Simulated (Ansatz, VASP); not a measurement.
# KCl (Sylvite) in two plane-wave programs

Wanted: the spread between two codes on one cell, functional and k mesh. The cell is taken from a series of VASP runs on this material, whose earlier steps may have relaxed, scaled or displaced it; both programs get it as it stands.

Calculated with Ansatz 0.2.0; plane waves, with VASP 6.6.1 beside it; zone-centre phonons at LDA.

### 1. Set-up

It takes space group Fm-3m (No. 225, cubic). The conventional cell has a = 6.022 Å, b = 6.022 Å, c = 6.022 Å, α = 90.00°, β = 90.00°, γ = 90.00°. Nearest to K lie 6 Cl at 3.01 Å. Nearest to Cl lie 6 K at 3.01 Å. Farther neighbours and most contacts between anions are not listed.

As a file:

```
K Cl
1.0
     0.00000    3.01087    3.01087
     3.01087    0.00000    3.01087
     3.01087    3.01087    0.00000
K Cl
1 1
Direct
  0.00000 0.00000 0.00000
  0.50000 0.50000 0.50000
```

### 2. VASP: zone-centre phonons, LDA

Second derivatives magnify differences that forces hide, and they need a tight electronic threshold.

Lines of VASP's logs that name or quote its potential files are left out, and so is its time.

The input, INCAR:

```
SYSTEM = KCl
PREC = Accurate
ENCUT = 500
EDIFF = 1E-08
NELM = 100
ISMEAR = 0
SIGMA = 0.03
LREAL = .FALSE.
ALGO = Normal
GGA = CA
NBANDS = 14
LORBIT = 11
LWAVE = .FALSE.
LCHARG = .FALSE.
KPAR = 4
IBRION = 8
LEPSILON = .TRUE.
LPEAD = .TRUE.
ISIF = 2
```

The input, POSCAR:

```
KCl
1.0
    0.0000000000      3.0108676212      3.0108676212
    3.0108676212      0.0000000000      3.0108676212
    3.0108676212      3.0108676212      0.0000000000
K Cl
1 1
Direct
    0.0000000000      0.0000000000      0.0000000000
    0.5000000000      0.5000000000      0.5000000000
```

The input, KPOINTS:

```
Automatic mesh
0
Gamma
12 12 12
0 0 0
```

The projector-augmented-wave data sets are K_sv and Cl (LDA family, release 64).

The run is started by

```console
> mpirun -np 4 vasp_std
```

Numbers of over 12 decimals in the logs are rounded to 6 here.

Log:

```text
[banner, memory and clock lines left out]
running    4 mpi-ranks, on    1 nodes
 distrk:  each k-point on    1 cores,    4 groups
 distr:  one band on    1 cores,    1 groups

 POSCAR found type information on POSCAR K Cl
 POSCAR found :  2 types and       2 ions
 LDA part: xc-table for (Slater(with rela. corr.)+CA(PZ))
 , standard interpolation
 POSCAR, INCAR and KPOINTS ok, starting setup
 FFT: planning ... GRIDC
 FFT: planning ... GRID_SOFT
 FFT: planning ... GRID
 WAVECAR not read
 entering main loop
       N       E                     dE             d eps       ncg     rms          rms(c)
DAV:   1     0.106702828514E+03    0.10670E+03   -0.71426E+03  2016   0.101E+03
DAV:   2    -0.134552959911E+01   -0.10805E+03   -0.98884E+02  2612   0.268E+02
DAV:   3    -0.745714269113E+01   -0.61116E+01   -0.60775E+01  2700   0.549E+01
DAV:   4    -0.767137924335E+01   -0.21424E+00   -0.21413E+00  3142   0.100E+01
DAV:   5    -0.767327693559E+01   -0.18977E-02   -0.18976E-02  2676   0.983E-01    0.440E+00
DAV:   6    -0.742781154323E+01    0.24547E+00   -0.37935E-01  2430   0.356E+00    0.349E+00
DAV:   7    -0.740317847119E+01    0.24633E-01   -0.71953E-02  2770   0.173E+00    0.190E+00
DAV:   8    -0.740294592757E+01    0.23254E-03   -0.10530E-02  2820   0.851E-01    0.211E-01
DAV:   9    -0.740294309551E+01    0.28321E-05   -0.39503E-04  2718   0.126E-01    0.708E-02
DAV:  10    -0.740302109530E+01   -0.78000E-04   -0.52045E-05  2332   0.522E-02    0.423E-03
DAV:  11    -0.740302201351E+01   -0.91821E-06   -0.16688E-06  2942   0.874E-03    0.375E-03
DAV:  12    -0.740302234421E+01   -0.33070E-06   -0.58386E-07  2310   0.517E-03    0.225E-03
DAV:  13    -0.740302232490E+01    0.19311E-07   -0.67810E-08  2580   0.195E-03    0.407E-04
DAV:  14    -0.740302232502E+01   -0.11596E-09   -0.54911E-09  1494   0.553E-04
   1 F= -.74030223E+01 E0= -.74030223E+01  d E =-.392227E-19
 Linear response reoptimize wavefunctions to high precision
DAV:   1    -0.740302232517E+01   -0.14984E-09   -0.71909E-10  1824   0.235E-04
DAV:   2    -0.740302232521E+01   -0.39336E-10   -0.13787E-10  1284   0.939E-05
 Linear response to external field (no local field effect), progress :
  Direction:   1
       N       E                     dE             d eps       ncg     rms          rms(c)
RMM:   1    -0.306947661076E+00   -0.30695E+00   -0.79229E-01  2159   0.346E+00
RMM:   2    -0.316307987371E+00   -0.93603E-02   -0.33625E-02  2380   0.801E-01
RMM:   3    -0.318822128672E+00   -0.25141E-02   -0.47807E-03  2570   0.278E-01
RMM:   4    -0.319157427229E+00   -0.33530E-03   -0.70553E-04  2573   0.992E-02
RMM:   5    -0.319204212068E+00   -0.46785E-04   -0.11960E-04  2601   0.414E-02
RMM:   6    -0.319212299579E+00   -0.80875E-05   -0.19388E-05  2536   0.170E-02
RMM:   7    -0.319213668240E+00   -0.13687E-05   -0.66172E-06  2431   0.726E-03
RMM:   8    -0.319213921810E+00   -0.25357E-06    0.50453E-06  2422   0.325E-03
RMM:   9    -0.319213964996E+00   -0.43186E-07   -0.38959E-05  2404   0.133E-03
RMM:  10    -0.319213972004E+00   -0.70079E-08    0.31324E-06  2314   0.576E-04
RMM:  11    -0.319213973112E+00   -0.11081E-08   -0.70221E-06  2110   0.268E-04
RMM:  12    -0.319213972959E+00    0.15323E-09    0.43118E-07  1719   0.145E-04
RMM:  13    -0.319213967505E+00    0.54542E-08   -0.81766E-07  1084   0.100E-04
RMM:  14    -0.319213966559E+00    0.94595E-09    0.66568E-09   590   0.900E-05
 change of polarisation eV/A/(eV/A) component  1 :     0.638     0.070     0.033
 dielectric tensor                  component  1 :     3.116     0.231     0.110
 Linear response to external field (no local field effect), progress :
  Direction:   2
       N       E                     dE             d eps       ncg     rms          rms(c)
RMM:   1    -0.268948421142E+00   -0.26895E+00   -0.67865E-01  2157   0.337E+00
RMM:   2    -0.276139285484E+00   -0.71909E-02   -0.23878E-02  2377   0.749E-01
RMM:   3    -0.277950769363E+00   -0.18115E-02   -0.36607E-03  2587   0.248E-01
RMM:   4    -0.278172353671E+00   -0.22158E-03   -0.48230E-04  2590   0.831E-02
RMM:   5    -0.278204063834E+00   -0.31710E-04   -0.83226E-05  2641   0.344E-02
RMM:   6    -0.278209523934E+00   -0.54601E-05   -0.14746E-05  2619   0.140E-02
RMM:   7    -0.278210334541E+00   -0.81061E-06   -0.50005E-06  2498   0.572E-03
RMM:   8    -0.278210490745E+00   -0.15620E-06   -0.36011E-06  2490   0.265E-03
RMM:   9    -0.278210520581E+00   -0.29836E-07   -0.32676E-05  2471   0.111E-03
RMM:  10    -0.278210525437E+00   -0.48560E-08    0.15692E-06  2368   0.484E-04
RMM:  11    -0.278210526182E+00   -0.74564E-09   -0.51752E-06  2098   0.228E-04
RMM:  12    -0.278210525990E+00    0.19224E-09    0.90319E-08  1679   0.132E-04
 change of polarisation eV/A/(eV/A) component  2 :     0.070     0.556    -0.048
 dielectric tensor                  component  2 :     0.231     2.844    -0.159
 Linear response to external field (no local field effect), progress :
  Direction:   3
[...]
RMM:   2    -0.243098086627E+00   -0.69579E-02   -0.24909E-02  2261   0.704E-01
RMM:   3    -0.245022656456E+00   -0.19246E-02   -0.38089E-03  2431   0.234E-01
RMM:   4    -0.245284145356E+00   -0.26149E-03   -0.57103E-04  2460   0.842E-02
RMM:   5    -0.245318613523E+00   -0.34468E-04   -0.85638E-05  2458   0.338E-02
RMM:   6    -0.245324437765E+00   -0.58242E-05   -0.14590E-05  2297   0.141E-02
[...]
RMM:   6    -0.254161181125E+00   -0.14572E-03   -0.41602E-04 10892   0.833E-02    0.221E-02
RMM:   7    -0.254555743912E+00   -0.39456E-03   -0.60471E-05 10244   0.331E-02    0.132E-02
RMM:   8    -0.254628069335E+00   -0.72325E-04   -0.13906E-05 10273   0.170E-02    0.388E-03
RMM:   9    -0.254629115359E+00   -0.10460E-05   -0.82185E-06 11429   0.748E-03    0.132E-03
RMM:  10    -0.254632029154E+00   -0.29138E-05   -0.99981E-06 11350   0.324E-03    0.781E-04
RMM:  11    -0.254632098862E+00   -0.69708E-07   -0.10172E-06 11581   0.133E-03    0.234E-04
RMM:  12    -0.254632282773E+00   -0.18391E-06   -0.89513E-07 11243   0.594E-04    0.239E-04
RMM:  13    -0.254632555104E+00   -0.27233E-06   -0.89914E-09 10745   0.280E-04    0.686E-05
RMM:  14    -0.254632655363E+00   -0.10026E-06   -0.27629E-07  9199   0.138E-04    0.587E-05
RMM:  15    -0.254632712262E+00   -0.56899E-07    0.11384E-08  8065   0.970E-05    0.390E-06
 change of polarisation eV/A/(eV/A) component  2 :     0.025     0.466    -0.002
 dielectric tensor                  component  2 :     0.082     2.543    -0.006
 Linear response to external field, progress :
  Direction:   3
       N       E                     dE             d eps       ncg     rms          rms(c)
RMM:   1    -0.270679472521E+00   -0.27068E+00   -0.65382E-01  4778   0.336E+00
RMM:   2    -0.278518334790E+00   -0.78389E-02   -0.27498E-02  5217   0.752E-01    0.123E+00
RMM:   3    -0.243675933015E+00    0.34842E-01   -0.69627E-02  7587   0.123E+00    0.577E-01
RMM:   4    -0.246766690808E+00   -0.30908E-02   -0.26871E-02  9594   0.778E-01    0.189E-01
RMM:   5    -0.254016343890E+00   -0.72497E-02   -0.18089E-03  9305   0.243E-01    0.370E-02
RMM:   6    -0.254160894301E+00   -0.14455E-03   -0.41631E-04 10892   0.833E-02    0.222E-02
RMM:   7    -0.254553656674E+00   -0.39276E-03   -0.60954E-05 10240   0.331E-02    0.133E-02
RMM:   8    -0.254628044781E+00   -0.74388E-04   -0.16757E-05 10267   0.170E-02    0.384E-03
RMM:   9    -0.254629203516E+00   -0.11587E-05   -0.19040E-06 11424   0.750E-03    0.128E-03
RMM:  10    -0.254632105794E+00   -0.29023E-05   -0.14060E-05 11356   0.326E-03    0.783E-04
RMM:  11    -0.254632195667E+00   -0.89872E-07   -0.92035E-07 11576   0.136E-03    0.248E-04
RMM:  12    -0.254632287019E+00   -0.91353E-07   -0.23570E-06 11257   0.612E-04    0.244E-04
RMM:  13    -0.254632542720E+00   -0.25570E-06   -0.90456E-08 10682   0.289E-04    0.745E-05
RMM:  14    -0.254632692572E+00   -0.14985E-06   -0.39505E-07  9205   0.142E-04    0.644E-05
RMM:  15    -0.254632739078E+00   -0.46505E-07    0.49449E-08  8231   0.100E-04    0.462E-06
 change of polarisation eV/A/(eV/A) component  3 :     0.002     0.018     0.466
 dielectric tensor                  component  3 :     0.007     0.060     2.543
 Linear response DOF=           2
 Linear response progress:
  Degree of freedom:   1/  2
       N       E                     dE             d eps       ncg     rms          rms(c)
RMM:   1    -0.304764552272E+00   -0.30476E+00    0.18660E-01  7283   0.416E+00
RMM:   2    -0.303616789368E+00    0.11478E-02   -0.27161E-02  8425   0.111E+00    0.402E-02
RMM:   3    -0.305654734982E+00   -0.20379E-02   -0.47863E-03  9970   0.353E-01    0.341E-02
RMM:   4    -0.305882806966E+00   -0.22807E-03   -0.31869E-04 10641   0.864E-02    0.292E-02
RMM:   5    -0.305915622142E+00   -0.32815E-04   -0.61522E-05 10295   0.393E-02    0.748E-03
RMM:   6    -0.305918066049E+00   -0.24439E-05   -0.10740E-05 10793   0.164E-02    0.171E-03
RMM:   7    -0.305917367794E+00    0.69826E-06   -0.28564E-06 10990   0.700E-03    0.137E-03
RMM:   8    -0.305917029398E+00    0.33840E-06   -0.22872E-07 10812   0.314E-03    0.592E-04
RMM:   9    -0.305915831766E+00    0.11976E-05   -0.34459E-07 11553   0.153E-03    0.175E-04
RMM:  10    -0.305915509364E+00    0.32240E-06   -0.42081E-07 11333   0.663E-04    0.985E-05
RMM:  11    -0.305915253660E+00    0.25570E-06    0.18931E-08 11646   0.312E-04    0.933E-05
RMM:  12    -0.305914830379E+00    0.42328E-06    0.75927E-08 10967   0.167E-04    0.303E-05
RMM:  13    -0.305914746682E+00    0.83697E-07    0.59011E-08 11332   0.968E-05    0.120E-05
RMM:  14    -0.305914717298E+00    0.29383E-07   -0.19595E-08 11560   0.633E-05    0.367E-06
RMM:  15    -0.305914694532E+00    0.22766E-07    0.69022E-09 11004   0.490E-05    0.944E-07
RMM:  16    -0.305914698066E+00   -0.35335E-08    0.64938E-09 10745   0.422E-05    0.104E-06
 first order change of Fermi-energy  -0.15859E-02
 force on displaced ion       1 direction 1 :  -2.067   0.000   0.000
 Born effective charge ion    1 direction 1 :   1.106   0.000   0.000
 Linear response progress:
  Degree of freedom:   2/  2
       N       E                     dE             d eps       ncg     rms          rms(c)
RMM:   1    -0.196094569910E+00   -0.19609E+00   -0.25719E-02 10145   0.225E+00
RMM:   2    -0.192312231483E+00    0.37823E-02   -0.50248E-03  7914   0.441E-01    0.660E-02
RMM:   3    -0.192909630671E+00   -0.59740E-03   -0.31205E-04  8568   0.997E-02    0.277E-02
RMM:   4    -0.193482377919E+00   -0.57275E-03   -0.11067E-04  8793   0.452E-02    0.119E-02
RMM:   5    -0.193494362784E+00   -0.11985E-04   -0.17519E-05 10148   0.169E-02    0.839E-03
RMM:   6    -0.193488496455E+00    0.58663E-05   -0.30175E-06 10105   0.719E-03    0.256E-03
RMM:   7    -0.193498658535E+00   -0.10162E-04   -0.54199E-07 10395   0.296E-03    0.119E-03
RMM:   8    -0.193494745968E+00    0.39126E-05    0.53337E-07 10776   0.131E-03    0.319E-04
RMM:   9    -0.193496095139E+00   -0.13492E-05   -0.20170E-06 10987   0.537E-04    0.126E-04
RMM:  10    -0.193495549696E+00    0.54544E-06    0.68376E-06 11115   0.263E-04    0.388E-05
RMM:  11    -0.193495287633E+00    0.26206E-06   -0.19288E-06 11235   0.134E-04    0.252E-05
RMM:  12    -0.193495254561E+00    0.33072E-07   -0.16576E-08 11329   0.781E-05    0.160E-05
RMM:  13    -0.193495232107E+00    0.22453E-07   -0.23044E-07 11082   0.523E-05    0.107E-05
RMM:  14    -0.193495190907E+00    0.41201E-07   -0.23014E-08 10724   0.419E-05    0.123E-06
RMM:  15    -0.193495199797E+00   -0.88898E-08   -0.18363E-07 10127   0.364E-05    0.176E-06
RMM:  16    -0.193495199658E+00    0.13825E-09   -0.92849E-09  8599   0.340E-05    0.103E-06
 first order change of Fermi-energy   0.22155E-02
 force on displaced ion       2 direction 1 :  -2.059   0.000   0.000
 Born effective charge ion    2 direction 1 :  -1.106   0.000   0.000
 Born effective charges drift removed
 Linear response finished
```

Parts of OUTCAR (step 2):

```text
ion  position               nearest neighbor table
   1  0.000  0.000  0.000-   2 3.01   2 3.01   2 3.01   2 3.01   2 3.01   2 3.01
   2  0.500  0.500  0.500-   1 3.01   1 3.01   1 3.01   1 3.01   1 3.01   1 3.01

  LATTYP: Found a face centered cubic cell.
 ALAT       =     6.0217352424

 Subroutine GETGRP returns: Found 48 space group operations
 (whereof 48 operations were pure point group operations)

The static configuration has the point symmetry O_h .

 Found     72 irreducible k-points:

   k-points           NKPTS =     72   k-points in BZ     NKDIM =     72   number of bands    NBANDS=     14

   dimension x,y,z NGX =    32 NGY =   32 NGZ =   32
   dimension x,y,z NGXF=    64 NGYF=   64 NGZF=   64

   ENCUT  =  500.0 eV  36.75 Ry    6.06 a.u.   7.76  7.76  7.76*2*pi/ulx,y,z

   NELECT =      16.0000    total number of electrons

 k-points in reciprocal lattice and weights: Automatic mesh
   0.00000000  0.00000000  0.00000000       0.001
   0.08333333  0.00000000  0.00000000       0.005
   0.16666667  0.00000000  0.00000000       0.005
   0.25000000  0.00000000  0.00000000       0.005
   0.33333333  0.00000000  0.00000000       0.005
   0.41666667  0.00000000  0.00000000       0.005
   0.50000000  0.00000000  0.00000000       0.002
   0.08333333  0.08333333  0.00000000       0.003
   0.16666667  0.08333333  0.00000000       0.014
[...]
-0.33333333  0.50000000  0.16666667       0.007
  -0.25000000  0.50000000  0.25000000       0.003

 average (electrostatic) potential at core
       1 -34.9511       2 -97.9671

  Total        0.2726098      0.2726098      0.2726098      0.0000000     -0.0000000      0.0000000
  in kB        8.0010501      8.0010501      8.0010501      0.0000000     -0.0000000      0.0000000
  external PRESSURE =       8.0010501 kB  Pullay stress =       0.0000000 kB

  energy-cutoff  :      500.00
  volume of cell :       54.59
      direct lattice vectors                 reciprocal lattice vectors
     0.000000000  3.010867621  3.010867621    -0.166065089  0.166065089  0.166065089
     3.010867621  0.000000000  3.010867621     0.166065089 -0.166065089  0.166065089
     3.010867621  3.010867621  0.000000000     0.166065089  0.166065089 -0.166065089

 POSITION                                       TOTAL-FORCE (eV/Angst)
 -----------------------------------------------------------------------------------
      0.00000      0.00000      0.00000        -0.000000      0.000000     -0.000000
      3.01087      3.01087      3.01087         0.000000      0.000000      0.000000
 -----------------------------------------------------------------------------------
    total drift:                                0.000000     -0.000000     -0.000000

 MACROSCOPIC STATIC DIELECTRIC TENSOR (including local field effects in DFT)
 ------------------------------------------------------
           2.543475    -0.000000    -0.000000
           0.000000     2.543475     0.000000
           0.000000    -0.000000     2.543475
 ------------------------------------------------------

 PIEZOELECTRIC TENSOR (including local field effects)  for field in x, y, z        (C/m^2)
          XX          YY          ZZ          XY          YZ          ZX
  --------------------------------------------------------------------------------
  x     0.00000     0.00000     0.00000     0.00000     0.00000     0.00000
  y     0.00000     0.00000     0.00000     0.00000     0.00000     0.00000
  z     0.00000     0.00000     0.00000     0.00000     0.00000     0.00000

 BORN EFFECTIVE CHARGES (including local field effects) (in |e|, cummulative output)
 ---------------------------------------------------------------------------------
 ion    1
    1     1.10615    -0.00000     0.00000
    2     0.00000     1.10615     0.00000
    3     0.00000     0.00000     1.10615
 ion    2
    1    -1.10615     0.00000     0.00000
    2    -0.00000    -1.10615     0.00000
    3     0.00000     0.00000    -1.10615

 Eigenvectors and eigenvalues of the dynamical matrix
 ----------------------------------------------------

   1 f  =    5.206614 THz    32.714118 2PiTHz  173.673933 cm-1    21.532814 meV
             X         Y         Z           dx          dy          dz
      0.000000  0.000000  0.000000     0.000000    0.000000   -0.690302
      3.010868  3.010868  3.010868     0.000000    0.000000    0.723522

   2 f  =    5.206614 THz    32.714118 2PiTHz  173.673933 cm-1    21.532814 meV
             X         Y         Z           dx          dy          dz
      0.000000  0.000000  0.000000     0.690302   -0.000000    0.000000
      3.010868  3.010868  3.010868    -0.723522    0.000000    0.000000

   3 f  =    5.206614 THz    32.714118 2PiTHz  173.673933 cm-1    21.532814 meV
             X         Y         Z           dx          dy          dz
      0.000000  0.000000  0.000000    -0.000000   -0.690302   -0.000000
      3.010868  3.010868  3.010868     0.000000    0.723522   -0.000000

   4 f/i=    0.005019 THz     0.031533 2PiTHz    0.167404 cm-1     0.020755 meV
             X         Y         Z           dx          dy          dz
      0.000000  0.000000  0.000000     0.097038    0.715717   -0.042615
      3.010868  3.010868  3.010868     0.092583    0.682856   -0.040658

   5 f/i=    0.005019 THz     0.031533 2PiTHz    0.167404 cm-1     0.020755 meV
             X         Y         Z           dx          dy          dz
      0.000000  0.000000  0.000000     0.715019   -0.099783   -0.047693
      3.010868  3.010868  3.010868     0.682190   -0.095202   -0.045503

   6 f/i=    0.005019 THz     0.031533 2PiTHz    0.167404 cm-1     0.020755 meV
             X         Y         Z           dx          dy          dz
      0.000000  0.000000  0.000000     0.053055    0.035718    0.720689
      3.010868  3.010868  3.010868     0.050619    0.034078    0.687599

 MACROSCOPIC STATIC DIELECTRIC TENSOR IONIC CONTRIBUTION
 ------------------------------------------------------
           1.966463     0.000000     0.000000
           0.000000     1.966463     0.000000
           0.000000     0.000000     1.966463
 ------------------------------------------------------

 ELASTIC MODULI CONTR FROM IONIC RELAXATION (kBar)
 Direction    XX          YY          ZZ          XY          YZ          ZX
 --------------------------------------------------------------------------------
 XX           0.0000      0.0000      0.0000      0.0000      0.0000      0.0000
 YY           0.0000      0.0000      0.0000      0.0000      0.0000      0.0000
 ZZ           0.0000      0.0000      0.0000      0.0000      0.0000      0.0000
 XY           0.0000      0.0000      0.0000      0.0000      0.0000      0.0000
 YZ           0.0000      0.0000      0.0000      0.0000      0.0000      0.0000
 ZX           0.0000      0.0000      0.0000      0.0000      0.0000      0.0000
 --------------------------------------------------------------------------------

 PIEZOELECTRIC TENSOR IONIC CONTR  for field in x, y, z        (C/m^2)
          XX          YY          ZZ          XY          YZ          ZX
  --------------------------------------------------------------------------------
  x     0.00000     0.00000     0.00000     0.00000     0.00000     0.00000
  y     0.00000     0.00000     0.00000     0.00000     0.00000     0.00000
  z     0.00000     0.00000     0.00000     0.00000     0.00000     0.00000
```

(Part 1 of 2 ends here.)

[Lines on the potential files, build, host, timing and source positions are cut from VASP's logs without a mark.]

[Logs are printed without paths, hosts, clocks, repeated set-up lines and the standing remarks that a program may print on its own settings, such as how far it seeks lower states.]

[Hosts, paths, dates, database ids (printed as entryN), source tags and the programs' standing remarks are cut or masked in the printed files.]
